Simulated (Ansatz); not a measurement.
**Strain and the gap of BeS (zincblende)**

BeS built on the zincblende prototype, relaxed with r2SCAN in Ansatz. Space group F-43m (No. 216), cubic; conventional cell a = 4.869 Å, 14.43 Å³ an atom. Be is surrounded by 4 S at 2.11 Å; S is surrounded by 4 Be at 2.11 Å.

The axes x, y and z are those of this cell:
```yaml
crystal:
  lattice:
    - [0.00000, 2.43431, 2.43431]
    - [2.43431, 0.00000, 2.43431]
    - [2.43431, 2.43431, 0.00000]
  atoms:
    - { symbol: Be, position: [0.00000, 0.00000, 0.00000] }
    - { symbol: S, position: [0.25000, 0.25000, 0.25000] }
```

Unstrained: With PBE the valence top lies at Γ and the conduction bottom at X, 3.135 eV higher; the smallest vertical gap, at Γ–K (0.10 of the way from Γ), is 5.617 eV. The r2SCAN gap is indirect, 3.589 eV (Γ to X), below the direct gap of 6.234 eV at Γ. HSE06 gives an indirect gap of 4.085 eV, from Γ to X; the least direct gap is 6.804 eV at Γ–K (0.10 of the way from Γ). Meshes: PBE 10×10×10, r2SCAN 10×10×10, HSE06 6×6×6. Strains are changes of length per length. After each strain the atoms were relaxed again with r2SCAN within the symmetry that the strain leaves, so tilts or polar shifts that break it weren't tested; points keep the names that they have in the unstrained zone. (Simulation; spin polarisation is off.)

Changes of the least gap in eV (an overlap counts as a negative gap):
```tsv
strain	volume change (%)	space group	PBE	r2SCAN	HSE06	energy rise, r2SCAN (meV/atom)
biaxial -0.5 % in x and y, z held	-1.0	I-4m2	-0.044	-0.045	-0.045	0.5
isotropic +3.17 % on every length	+9.8	F-43m	+0.184	+0.184	+0.188	36.4
uniaxial -3.75 % along z	-3.7	I-4m2	-0.412	-0.425	-0.426	10.7
```

Biaxial -0.5 % in x and y, z held. HSE06: the gap goes from 4.085 to 4.040 eV (-0.045 eV); with r2SCAN the top three valence levels at Γ, degenerate before, become 2+1 from the top over 28 meV. Stress change with r2SCAN, compression positive: xx +1.17, yy +1.17, zz +0.65 GPa.

Isotropic +3.17 % on every length. HSE06: the gap goes from 4.085 to 4.273 eV (+0.188 eV). Stress change with r2SCAN, compression positive: xx -7.65, yy -7.65, zz -7.65 GPa. For HSE06, dE_g/d ln V = 2.0 eV over this step.

Uniaxial -3.75 % along z, other directions held. HSE06: the gap goes from 4.085 to 3.659 eV (-0.426 eV); with r2SCAN the top three valence levels at Γ, degenerate before, become 1+2 from the top over 202 meV. Stress change with r2SCAN, compression positive: xx +2.76, yy +2.76, zz +6.43 GPa.

The meshes of the hybrids are coarse, so their gaps aren't converged to the digits shown.

The splittings at Γ are without spin-orbit coupling, which regroups them where it is of like size or larger.
